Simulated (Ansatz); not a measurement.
# MoS2 (P6_3/mmc) in Ansatz: further runs

The runs below take MoS2 through band structure, with LDA+U, PBEsol+U.

All numbers are computed with Ansatz 0.2.0; they aren't measurements. Logs are shortened: lines on timing, memory, paths and dates and some standing lists are left out, and cuts for length are marked.

**Measured values to compare with.**

From “Multiwavelength excitation Raman Scattering Analysis of bulk and 2 dimensional MoS2: Vibrational properties of atomically thin MoS2 layers”, 2015, arxiv:1506.03228, for a bulk crystal of MoS2 at 300 K: band gap 1.3 eV (indirect).

The runs below are set against these values where they give the same quantity.

## (1) The structure

The structure is hexagonal, space group P6_3/mmc (No. 194). The conventional cell has a = 3.169 Å, b = 3.169 Å, c = 12.324 Å, α = 90.00°, β = 90.00°, γ = 120.00°. Around Mo (site symmetry -6m2) lie 6 S at 2.41 Å. Around S (site symmetry 3m) lie 3 Mo at 2.41 Å.

## (2) Band structure, LDA+U

input.yaml reads:

```yaml
crystal:
  lattice:
    - [3.169, 0.0, 0.0]
    - [-1.5845, 2.7444345046, 0.0]
    - [0.0, 0.0, 12.324]
  atoms:
    - { symbol: Mo, position: [0.6666666667, 0.3333333333, 0.75] }
    - { symbol: Mo, position: [0.3333333333, 0.6666666667, 0.25] }
    - { symbol: S, position: [0.6666666667, 0.3333333333, 0.377] }
    - { symbol: S, position: [0.3333333333, 0.6666666667, 0.877] }
    - { symbol: S, position: [0.6666666667, 0.3333333333, 0.123] }
    - { symbol: S, position: [0.3333333333, 0.6666666667, 0.623] }
hamiltonian:
  xc: lda
  pseudopotentials: { kind: paw }
  hubbard: { sites: [{ species: Mo, l: d, u_eff: 5.0 }] }
kpoints:
  mp_grid: { grid: [10, 10, 3] }
  band_path:
    path:
      - [[0.0, 0.0, 0.0], [0.5, 0.0, 0.0], [0.3333333333, 0.3333333333, 0.0], [0.0, 0.0, 0.0], [0.0, 0.0, 0.5], [0.5, 0.0, 0.5], [0.3333333333, 0.3333333333, 0.5], [0.0, 0.0, 0.5]]
      - [[0.5, 0.0, 0.5], [0.5, 0.0, 0.0]]
      - [[0.3333333333, 0.3333333333, 0.0], [0.3333333333, 0.3333333333, 0.5]]
    npoints: 14
scf:
  occupations: { method: fermi_dirac, width: 0.05 }
  n_extra_bands: 15
output:
  forces: true
  stress: true
  eigenvalues: true
  fatbands: true
```

Potentials or basis: Ansatz PAW.

Started as:

```sh
> ansatz run input.yaml --threads 2 --pin off --max-ram 5120MiB --backend cpu --events-out ev --progress --plain --runs-dir out
```

The log of the run:

```text
Warning: RAYON_NUM_THREADS=2 ignored (pool sized by the plan → 2); use --threads N
Mo: projections on atomic orbitals take those of the free atom [Ar 3d10] 4s2 4p6 4d5 5s1, of charge +0.00 (hamiltonian.pseudopotentials.projection_atoms); the dataset's partial waves leave at most 6.0e-6 of an orbital's norm unspanned inside its sphere
S: projections on atomic orbitals take those of the free atom [Ne] 3s2 3p4, of charge +0.00 (hamiltonian.pseudopotentials.projection_atoms); the dataset's partial waves leave at most 1.6e-7 of an orbital's norm unspanned inside its sphere
scf.n_extra_bands = 15 over 26 filled bands (N_el = 52.0): the run solves 41 bands
Engine: ansatz 0.2.0, aarch64-unknown-linux-gnu
Pseudopotentials: kind: paw
Pseudopotential: Mo, paw, valence charge 14, recommended cutoff 420 eV (normal), Mo.paw.azcp
Pseudopotential: S, paw, valence charge 6, recommended cutoff 420 eV (normal), S.paw.azcp
Functional definition: SPW92
  exchange = slater_x
  correlation = pw_c
Crystal: 6 atoms, lattice volume = 107.183 Å³
Basis set: ecut = 420 eV, 2081 PW (Γ)
Bands: 41, of which v1, the nominal top of the filled ones, is band 26 counted from 1 (25 counted from 0)
Symmetry: 24 space group operations
Space group: P63/mmc (ITA 194), of the structure as read, at distance tolerance 4.8e-5 Å
k-points: 28 of 300
Non-local potential: Mo, projectors of the file, l = 0: 3, l = 1: 2, l = 2: 2, l = 3: 1
Non-local potential: S, projectors of the file, l = 0: 2, l = 1: 2, l = 2: 2
PAW form: soft (Blöchl's): semilocal exchange-correlation on the pseudo side does not see the compensation charge
PAW frozen core: Mo, regenerated for the run's functional, and the local potential with it (the file was generated under x = pbe(κ = 0.804, μ = 0.2195149727645171), c = pbe(β = 0.06672455060314922))
PAW frozen core: S, regenerated for the run's functional, and the local potential with it (the file was generated under x = pbe(κ = 0.804, μ = 0.2195149727645171), c = pbe(β = 0.06672455060314922))
PAW one-centre angular grid: Mo, 590 points (default); XC on 64 Gauss nodes
PAW one-centre angular grid: S, 110 points (default); XC on 64 Gauss nodes
Initial density: superposition of atomic densities (chi_scale 0.1, normalization cell, long waves of neutral atoms under a Hubbard term (reshape's long-wave potential 0.07 eV rms, cloud 2.59 Å wide))
Initial wavefunctions: pseudopotential atomic-orbital guess
Functional: x = slater, c = lda
SCF iter   1: F=—  HF=-13158.848165 eV  |F-HF|=—  |Δ(HF+E_count)|=         —  Δρ=6.17e-2  dr2=4.95e0  ethr=3.10e-3  ⟨swp⟩=6.5  Hψ=5345  notcnv=0  defer=12
preconditioner: auto → Resta (q_TF=auto, 2.418 Å⁻¹)  ε∞=4.8  [insulator: Δε(μ)=0.797 eV  Ē_g=11.007 eV  σ=0.050 eV  W_gap=1.00  n_scr=26 (ndim 8)  ℏωp=21.5 eV  f_vac=0.002  D(μ)=0.00/eV (n_scr^D=0)  ε∞_Penn≈4.8]
SCF iter   2: F=—  HF=-13157.615663 eV  |F-HF|=—  |Δ(HF+E_count)|=    1.23e0  Δρ=2.52e-2  dr2=1.55e0  ethr=3.10e-3  ⟨swp⟩=2.3  Hψ=2188  notcnv=0  defer=188
SCF iter   3: F=—  HF=-13157.383763 eV  |F-HF|=—  |Δ(HF+E_count)|=   2.32e-1  Δρ=1.40e-2  dr2=2.11e-1  ethr=2.99e-3  ⟨swp⟩=2.1  Hψ=1452  notcnv=0  defer=188
SCF iter   4: F=—  HF=-13157.335745 eV  |F-HF|=—  |Δ(HF+E_count)|=   4.80e-2  Δρ=3.20e-3  dr2=9.57e-3  ethr=4.05e-4  ⟨swp⟩=2.0  Hψ=1790  notcnv=0  defer=192
SCF iter   5: F=—  HF=-13157.337074 eV  |F-HF|=—  |Δ(HF+E_count)|=   1.33e-3  Δρ=7.89e-4  dr2=7.97e-4  ethr=1.84e-5  ⟨swp⟩=2.2  Hψ=1602  notcnv=0  defer=192
SCF iter   6: F=—  HF=-13157.337217 eV  |F-HF|=—  |Δ(HF+E_count)|=   1.43e-4  Δρ=1.67e-4  dr2=3.97e-5  ethr=1.53e-6  ⟨swp⟩=2.0  Hψ=1567  notcnv=0  defer=192
SCF iter   7: F=—  HF=-13157.337219 eV  |F-HF|=—  |Δ(HF+E_count)|=   2.08e-6  Δρ=2.20e-5  dr2=5.37e-7  ethr=7.63e-8  ⟨swp⟩=2.0  Hψ=1557  notcnv=0  defer=192
SCF iter   8: F=-13157.337219 eV  HF=-13157.337219 eV  |F-HF|=1.33e-8  |Δ(HF+E_count)|=   7.61e-8  Δρ=5.53e-6  dr2=3.59e-8  ethr=1.92e-10  ⟨swp⟩=12.5  Hψ=6260  notcnv=0
SCF 1 converged in 8 iterations: F = -13157.337219 eV  dr2 = 3.59e-8
NSCF: frozen V_eff on 129 k-points
SCF converged after 8 iterations
Free energy (F): -13157.337219 eV
Harris-Foulkes:  -13157.337219 eV  (|F-HF|=1.33e-8)
Internal energy: -13157.337217 eV  (E = F + TS)
E sigma→0 (E₀):  -13157.337218 eV
Entropy (-TS):   -0.000002 eV (-0.000 meV/atom)
Fermi energy:    10.807544 eV
--- Per-component energies (eV) ---
  E_band       = -323.308445
  E_kinetic    = 1313.019284
  E_local      = -3940.300594  (includes V_loc(G=0)·N_el)
  E_nonlocal   = 412.530016
  E_hartree    = 1509.464610
  E_xc         = -751.322962
  E_vxc        = -810.146463  (∫ρ·V_xc dr)
  E_hubbard    = 12.304115  (on-site DFT+U / exact-exchange correction)
  E_vhub       = -1.412456  (the Hubbard potential's part of the band-sum identity)
  E_paw        = -8453.373719  (= ΣΔE_a)
  E_vpaw       = -315.936706  (= ΣTr[D̂ρ^β])
  E_aug_tail   = 0.000056  (compensation charges beyond the density's cutoff)
  E_ewald      = -3261.216446
  E_core_change = 1.558423  (= ΣΔE_core)
  E_smearing   = -0.000002  (= −TS)
  E_closure    = -0.000000  (closes the sum)
  Σ components = -13157.337219   (vs F -13157.337219, Δ=0.00e0)
--- Forces (eV/Å), atoms counted from 1 ---
  atom   1  Mo     0.00000000     0.00000000     0.00000000
  atom   2  Mo    -0.00000000    -0.00000000     0.00000000
  atom   3  S     -0.00000000    -0.00000000    -0.49679056
  atom   4  S      0.00000000     0.00000000    -0.49679056
  atom   5  S      0.00000000    -0.00000000     0.49679056
  atom   6  S      0.00000000     0.00000000     0.49679056
  max |Σ_I F_I| component: 5.55e-17 eV/Å
--- Stress (GPa, compression-positive) ---
       -5.662167       0.000000      -0.000000
        0.000000      -5.662167      -0.000000
       -0.000000      -0.000000      -5.643254
  P = ⅓ Tr σ = -5.6559 GPa (-56.559 kbar)
--- Band table (eV; the first three rows and the last of 28) ---
  k-point 0: bands = ["-50.6760", "-50.6756", "-24.8554", "-24.8553", "-24.6734", "-24.6734", "-24.6734", "-24.6734", "-4.2504", "-3.9720", "-3.0269", "-2.5687", "3.5941", "4.5827", "7.1158", "7.2817", "7.2817", "7.2938", "7.2938", "8.6086", "8.6086", "8.6584", "8.6584", "9.1203", "9.5089", "10.3786", "12.8407", "12.8407", "12.8644", "12.8644", "12.8778", "12.8778", "13.0538", "13.0538", "16.0583", "16.2155", "18.6033", "19.0452", "19.1448", "20.4659", "20.4659"]
  k-point 1: bands = ["-50.6759", "-50.6757", "-24.8553", "-24.8553", "-24.6734", "-24.6734", "-24.6734", "-24.6734", "-4.1949", "-4.0600", "-2.8965", "-2.6718", "3.7970", "4.2748", "7.2847", "7.2847", "7.2908", "7.2908", "7.5571", "8.4296", "8.6210", "8.6210", "8.6459", "8.6459", "9.9612", "10.2828", "12.8376", "12.8376", "12.8396", "12.8396", "12.9403", "12.9403", "13.0185", "13.0185", "16.1047", "16.1827", "18.7276", "18.9964", "19.3223", "20.0373", "20.5620"]
  k-point 2: bands = ["-50.6717", "-50.6714", "-24.8477", "-24.8476", "-24.7123", "-24.7123", "-24.6822", "-24.6822", "-4.0991", "-3.8230", "-2.9489", "-2.5107", "3.7746", "4.7593", "6.8670", "6.9568", "6.9808", "7.4389", "7.4586", "8.0656", "8.3692", "8.4262", "8.7025", "9.1323", "9.6707", "10.0998", "12.5548", "12.6798", "12.6927", "12.7247", "12.7598", "12.8996", "13.0718", "13.1460", "16.7450", "16.8908", "19.0566", "19.1952", "19.7873", "20.1528", "20.5390"]
  k-point 27: bands = ["-50.6297", "-50.6297", "-24.9866", "-24.9866", "-24.9003", "-24.9003", "-24.7668", "-24.7668", "-1.9732", "-1.9481", "-1.8380", "-1.8133", "4.6376", "4.7173", "4.9522", "5.0271", "6.0258", "6.0602", "6.2994", "6.3782", "7.0241", "7.1938", "7.9124", "8.0942", "9.6451", "9.7283", "11.4112", "11.4524", "12.7759", "13.1297", "13.3500", "13.3932", "14.7766", "14.9677", "16.8694", "17.3287", "17.8909", "18.1869", "19.2867", "19.4237", "20.9614"]
Occupation matrices written to <dir>
```

Wall time 16 s (2 threads of Arm Neoverse V1, shared host); peak memory 0.68 GiB.

Results:

```
Free energy             : -13157.3372 eV
Pressure                : -5.7 GPa
Largest force           : 0.497 eV/Å
Band gap on the k mesh  : 1.00 eV, indirect (least direct gap 1.61 eV)
Band gap along the path : 0.88 eV, indirect (least direct gap 1.34 eV)
```

Forces on the atoms (eV/Å):
```
Mo   0.000  0.000  0.000
Mo   0.000  0.000  0.000
S    0.000  0.000 -0.497
S    0.000  0.000 -0.497
S    0.000  0.000  0.497
S    0.000  0.000  0.497
```

Levels at the corners of the path, in eV from the valence-band top:
```
point  band 23  band 24  band 25  band 26  band 27  band 28  band 29  band 30
    Γ    -1.72    -1.26    -0.87     0.00     2.46     2.46     2.49     2.49
    M    -1.44    -1.29    -1.24    -1.23     1.73     1.78     1.94     2.25
    K    -2.33    -2.33    -0.64    -0.46     0.88     0.88     2.13     3.00
    Γ    -1.72    -1.26    -0.87     0.00     2.46     2.46     2.49     2.49
    A    -1.75    -1.75    -0.22    -0.22     2.46     2.46     2.46     2.46
    L    -1.34    -1.34    -1.26    -1.26     1.75     1.75     2.11     2.11
    H    -2.51    -2.51    -0.56    -0.56     0.89     0.89     2.61     2.61
    A    -1.75    -1.75    -0.22    -0.22     2.46     2.46     2.46     2.46
    L    -1.34    -1.34    -1.26    -1.26     1.75     1.75     2.11     2.11
    M    -1.44    -1.29    -1.24    -1.23     1.73     1.78     1.94     2.25
    K    -2.33    -2.33    -0.64    -0.46     0.88     0.88     2.13     3.00
    H    -2.51    -2.51    -0.56    -0.56     0.89     0.89     2.61     2.61
```

Eigenvalues of the final occupation matrices:
```
  site  spin  trace               eigenvalues
site 1     1   2.60  0.46 0.46 0.53 0.53 0.62
site 2     1   2.60  0.46 0.46 0.53 0.53 0.62
```

Caveat: the k mesh misses the band edges, so the gap on the mesh is wider than the one along the path; the PAW data sets come from PBE, with cores solved anew for the run's functional, which leaves a small shift of forces and pressure.

## (3) Band structure, PBEsol+U

input.yaml: that of step 2 with these lines changed.

```diff
@@ -13,3 +13,3 @@
 hamiltonian:
-  xc: lda
+  xc: pbesol
   pseudopotentials: { kind: paw }
@@ -31,2 +31,2 @@
   eigenvalues: true
-  fatbands: true
+  fatbands: false
```

Potentials or basis: Ansatz PAW.

Started as:

```sh
> ansatz run input.yaml --threads 2 --pin off --max-ram 5120MiB --backend cpu --events-out ev --progress --plain --runs-dir out
```

Run time: 12 s. Hardware: 2 threads of Arm Neoverse V1, shared host; peak memory 0.69 GiB.

Results (log left out):

```yaml
Free_energy: -13327.9482 eV
Pressure: -2.9 GPa
Largest_force: 0.328 eV/Å
Band_gap_on_the_k_mesh: 1.02 eV, indirect (least direct gap 1.61 eV)
Band_gap_along_the_path: 0.90 eV, indirect (least direct gap 1.33 eV)
```

Forces in eV/Å, atoms in the order of the input:
```
Mo   0.000  0.000  0.000
Mo   0.000  0.000  0.000
S    0.000  0.000 -0.328
S    0.000  0.000 -0.328
S    0.000  0.000  0.328
S    0.000  0.000  0.328
```

Stress tensor (GPa, compression positive):
```
-3.08  0.00  0.00
 0.00 -3.08  0.00
 0.00  0.00 -2.61
```

Levels at the corners of the path, in eV from the valence-band top:
```tsv
point	band 23	band 24	band 25	band 26	band 27	band 28	band 29	band 30
Γ	-1.71	-1.24	-0.87	0.00	2.48	2.48	2.51	2.51
M	-1.44	-1.30	-1.24	-1.24	1.76	1.81	1.97	2.27
K	-2.34	-2.34	-0.61	-0.44	0.90	0.90	2.18	3.04
Γ	-1.71	-1.24	-0.87	0.00	2.48	2.48	2.51	2.51
A	-1.73	-1.73	-0.22	-0.22	2.48	2.48	2.48	2.48
L	-1.34	-1.34	-1.26	-1.26	1.78	1.78	2.13	2.13
H	-2.52	-2.52	-0.53	-0.53	0.90	0.90	2.65	2.65
A	-1.73	-1.73	-0.22	-0.22	2.48	2.48	2.48	2.48
L	-1.34	-1.34	-1.26	-1.26	1.78	1.78	2.13	2.13
M	-1.44	-1.30	-1.24	-1.24	1.76	1.81	1.97	2.27
K	-2.34	-2.34	-0.61	-0.44	0.90	0.90	2.18	3.04
H	-2.52	-2.52	-0.53	-0.53	0.90	0.90	2.65	2.65
```

Eigenvalues of the final occupation matrices:
```csv
site,spin,trace,eigenvalues
site 1,1,2.60,0.46 0.46 0.53 0.53 0.62
site 2,1,2.60,0.46 0.46 0.53 0.53 0.62
```

Caveat: the k mesh misses the band edges, so the gap on the mesh is wider than the one along the path; this functional lacks dispersion, which binds the layers, so the pressure and a relaxed spacing across them are unreliable; the PAW data sets come from PBE, with cores solved anew for the run's functional, which leaves a small shift of forces and pressure.

## (4) Comparison with measurements

Step 2. Against the measured gap of MoS2, 1.3 eV (indirect; 300 K; “Multiwavelength excitation Raman Scattering Analysis of bulk and 2 dimensional MoS2: Vibrational properties of atomically thin MoS2 layers”, 2015, arxiv:1506.03228), the calculated 0.88 eV is off by -0.42 eV. Spin-orbit coupling on Mo is left out. The value is that of LDA+U, without temperature or zero-point motion.

Step 3. A measured gap of MoS2 is 1.3 eV (indirect; 300 K; “Multiwavelength excitation Raman Scattering Analysis of bulk and 2 dimensional MoS2: Vibrational properties of atomically thin MoS2 layers”, 2015, arxiv:1506.03228); the calculated 0.90 eV misses it by -0.40 eV. Spin-orbit coupling on Mo is left out. The value is that of PBEsol+U, without temperature or zero-point motion.
